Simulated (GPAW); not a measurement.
A run of GPAW 26.7.0:

run.py

```python
from ase.dft.bandgap import bandgap
from ase.io import read, write
from ase.units import GPa
from gpaw import GPAW, PW

atoms = read('PtSe2.xyz')

calc = GPAW(mode=PW(500),
            xc='PBE',
            kpts={'size': (7, 7, 4), 'gamma': True},
            occupations={'name': 'fermi-dirac', 'width': 0.05},
            nbands=26,
            maxiter=120,
            txt='gpaw.txt')
atoms.calc = calc
energy = atoms.get_potential_energy()
forces = atoms.get_forces()
stress = atoms.get_stress()
calc.write('gs.gpw')
write('result.traj', atoms)
print(f'Energy: {energy:.6f} eV')
print('Forces (eV/A):')
print(forces.round(4))
print('Stress (GPa):', (stress / GPa).round(3))
print('Fermi level:', round(calc.get_fermi_level(), 4), 'eV')
print(f'Gap: {bandgap(calc)[0]:.4f} eV, direct: {bandgap(calc, direct=True)[0]:.4f} eV')
```

File PtSe2.xyz:

```xyz
3
Lattice="3.7240000000 0.0000000000 0.0000000000 -1.8620000000 3.2250786037 0.0000000000 0.0000000000 0.0000000000 5.0620000000" Properties=species:S:1:pos:R:3 pbc="T T T"
Pt     0.0000000000      0.0000000000      0.0000000000
Se     1.8620000002      1.0750262011      3.7965000000
Se    -0.0000000002      2.1500524026      1.2655000000
```

Potentials or basis: GPAW PAW data sets (gpaw-data 1.2.1), pw.

The run is started by

```console
$ OMP_NUM_THREADS=1 python run.py
```

Hardware: 1 thread of Arm Neoverse V2, with other jobs on the host.

Question: How long does it take, and how much memory?

Answer: Wall time 15 s on 1 thread of Arm Neoverse V2, with other jobs on the host, peak memory 0.18 GiB. Counts: scf iterations 9, plane waves 1556, bands 26, k points 28.
